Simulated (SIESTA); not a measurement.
**How far to go with shifted k-point meshes: LiI (I4mm, 2 atoms in the cell)**

```xyz
2
Lattice="0.0000 3.0250 3.0250 3.0250 0.0000 3.0250 3.0250 3.0250 0.0000" Properties=species:S:1:pos:R:3 pbc="T T T"
Li     0.0000     0.0000     0.0500
I      3.0250     3.0250     3.0250
```

Method: GGA PBE, numerical atomic orbitals DZP, PseudoDojo PBE standard norm-conserving potentials (rewritten from UPF to PSML) (SIESTA 5.4.2).

Base settings: XC.functional = GGA; XC.authors = PBE; potentials = PseudoDojo PBE standard; PAO.BasisSize = DZP; PAO.EnergyShift = 0.005 Ry; MeshCutoff = 300 Ry; kgrid.MonkhorstPack = 7 7 7; OccupationFunction = FD; ElectronicTemperature = 0.05 eV; PAO.Polarization.NonPerturbative = true.

Shifted meshes do not hold Γ, so a gap read on them misses any band edge there.

Only quantities that move along the ladder and can be compared are tabulated.

The starting cell has typed, rounded lattice constants, without a prior relaxation at this level. Its lattice was rescaled by up to half a per cent. One atom was moved a little off its site on purpose. Spin-orbit coupling is off. Values carry the incompleteness of an atom-centred basis.

| kgrid.MonkhorstPack | gap on the mesh (eV) |
|---|---|
| 2 2 2 shifted by 0.5 0.5 0.5 | 5.372 |
| 3 3 3 shifted by 0.5 0.5 0.5 | 4.866 |
| 4 4 4 shifted by 0.5 0.5 0.5 | 4.904 |
| 5 5 5 shifted by 0.5 0.5 0.5 | 4.768 |
| 6 6 6 shifted by 0.5 0.5 0.5 | 4.665 |
| 7 7 7 shifted by 0.5 0.5 0.5 | 4.595 |
| 8 8 8 shifted by 0.5 0.5 0.5 | 4.550 |
| 9 9 9 shifted by 0.5 0.5 0.5 | 4.519 |
| 10 10 10 shifted by 0.5 0.5 0.5 | 4.496 |
| 11 11 11 shifted by 0.5 0.5 0.5 | 4.480 |
| 12 12 12 shifted by 0.5 0.5 0.5 | 4.465 |
| 14 14 14 shifted by 0.5 0.5 0.5 | 4.445 |
| 15 15 15 shifted by 0.5 0.5 0.5 | 4.438 |
| 17 17 17 shifted by 0.5 0.5 0.5 | 4.428 |
| 18 18 18 shifted by 0.5 0.5 0.5 | 4.423 |
| 20 20 20 shifted by 0.5 0.5 0.5 | 4.417 |

The gap on the mesh jumps up and down from mesh to mesh; it is no smooth measure of convergence.
